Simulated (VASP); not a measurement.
This VASP 6.6.1 run on Cr needs a look.

Contents of run.py:

```python
from ase import Atoms
from ase.calculators.vasp import Vasp
from ase.dft.bandgap import bandgap

atoms = Atoms(
    ['Cr'],
    cell=[[-1.499586, 1.516368, 1.514249], [1.47666, -1.466648, 1.441603], [1.49591, 1.462972, -1.464529]],
    scaled_positions=[[0.0, 0.0, 0.0]],
    pbc=True,
)
calc = Vasp(
    directory='calc',
    xc='pbe',
    pp='PBE',
    setups='recommended',
    prec='Accurate',
    encut=520,
    ediff=1e-07,
    ismear=1,
    sigma=0.1,
    lreal=False,
    lasph=True,
    nelm=95,
    algo='Normal',
    isif=2,
    lwave=False,
    lcharg=False,
    ispin=2,
    lorbit=11,
    lmaxmix=4,
    ldautype=2,
    ldauprint=1,
    nupdown=40,
    ldau_luj={'Cr': {'L': 2, 'U': 5.3, 'J': 1.0}},
    kpts=[12, 12, 12],
    gamma=True,
    nbands=16,
)
atoms.calc = calc

print('energy (eV):', atoms.get_potential_energy())
print('free energy (eV):', atoms.get_potential_energy(force_consistent=True))
print('forces (eV/A):')
print(atoms.get_forces())
print('stress (eV/A^3, Voigt):', atoms.get_stress())
print('Fermi level (eV):', calc.get_fermi_level())
print('moment (muB):', atoms.get_magnetic_moment())
print('site moments (muB):', atoms.get_magnetic_moments())
gap, top, bottom = bandgap(calc)
print('band gap (eV):', gap, 'from (spin, k, band)', top, 'to', bottom)
```

Potentials or basis: VASP PAW PBE potentials, release 64 (Cr_pv).

Command:

```sh
$ python run.py
```

Output:

```text

```

OUTCAR:

```text
ENCUT = 520.000000
[... 240 lines left out ...]
  o =  1.8623  v =  0.0000  0.0000  0.0000  0.0000  1.0000  0.0000  0.0000  0.0000  0.0000  0.0000      0.0000  0.0000  0.0000  0.0000  0.0000  0.0000  0.0000  0.0000  0.0000  0.0000
```

Question: How did it end, and where is the flaw?

Answer: The calculation hadn't finished when its time ran out. The input holds a flaw that was put in on purpose: moment fixed beyond the electrons at hand (ISPIN = 2; NUPDOWN = 40).
